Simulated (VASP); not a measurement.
# LiH in VASP: how settings move the PBE relaxation

The PBE relaxation of LiH in the rocksalt structure is repeated with altered inputs. Which of them can be trusted?

The runs shown are made with VASP 6.6.1. PAW datasets, plane waves. No spin polarisation and no zero-point or thermal motion.

## Step 1: The structure to begin with

It is cubic, Fm-3m (No. 225); a = 3.168 Å in the conventional setting, 3.97 Å³ an atom. Li has 6 H at 1.58 Å; H has 6 Li at 1.58 Å.

Structure file:

```xyz
2
Lattice="0.0000 1.5838 1.5838 1.5838 0.0000 1.5838 1.5838 1.5838 0.0000" Properties=species:S:1:pos:R:3 pbc="T T T"
Li    0.0000    0.0000    0.0000
H     1.5838    1.5838    1.5838
```

The PBE run on sound settings gave: energy (σ→0) -6.1254 eV, final volume 8.005 Å³/atom.

## Step 2: Altered input 1

INCAR

```
SIGMA = 0.020000
EDIFF = 1.00e-07
GGA = PE
PREC = Accurate
IBRION = 2
ISIF = 3
ISMEAR = -1
NBANDS = 9
NELM = 120
NSW = 40
LASPH = .TRUE.
LCHARG = .FALSE.
LWAVE = .FALSE.
LREAL = .FALSE.
EDIFFG = 0.001
ENCUT = 200
```

KPOINTS

```
KPOINTS created by Atomic Simulation Environment
0
Gamma
12 12 12
0 0 0
```

POSCAR

```
Li H
 1.0000000000000000
     0.0000000000000000    1.5838140000000001    1.5838140000000001
     1.5838140000000001    0.0000000000000000    1.5838140000000001
     1.5838140000000001    1.5838140000000001    0.0000000000000000
 Li  H
   1   1
Cartesian
  0.0000000000000000  0.0000000000000000  0.0000000000000000
  1.5838140000000001  1.5838140000000001  1.5838140000000001
```

Potentials: the recommended PBE PAW datasets, 4 valence electrons in the neutral cell.

The run is started by

```
mpirun -np 1 vasp_std
```

## Step 3: Altered input 2

INCAR

```
SIGMA = 0.020000
EDIFF = 1.00e-07
EDIFFG = -5.00e-03
GGA = PE
PREC = Accurate
IBRION = 2
ISIF = 3
ISMEAR = -1
NBANDS = 9
NELM = 120
NSW = 40
LASPH = .TRUE.
LCHARG = .FALSE.
LWAVE = .FALSE.
LREAL = .FALSE.
ENCUT = 500
NELECT = 4.1
IVDW = 21
```

KPOINTS

```
KPOINTS created by Atomic Simulation Environment
0
Gamma
12 12 12
0 0 0
```

POSCAR

```
Li H
 1.0000000000000000
     0.0000000000000000    1.5838140000000001    1.5838140000000001
     1.5838140000000001    0.0000000000000000    1.5838140000000001
     1.5838140000000001    1.5838140000000001    0.0000000000000000
 Li  H
   1   1
Cartesian
  0.0000000000000000  0.0000000000000000  0.0000000000000000
  1.5838140000000001  1.5838140000000001  1.5838140000000001
```

Before running it: what results should come out? Wanted: for each run, changed; ending; energy change; volume; electronic steps; usable.

The runs gave:

| run | changed | ending | energy change (meV/atom) | volume (Å³/atom) | electronic steps | time | usable |
| --- | --- | --- | --- | --- | --- | --- | --- |
| ref. | – | converged | 0 | 8.005 | – | – | yes |
| 1 | EDIFFG = 0.001, ENCUT = 200 | converged | -1287.0 | 5.918 | 42 | 2.9 s | no |
| 2 | ENCUT = 500, NELECT = 4.1, IVDW = 21 | converged | – | 7.149 | 46 | 24 s | no |

Of 2 altered inputs, 2 ended normally on a faulty or unsound input.
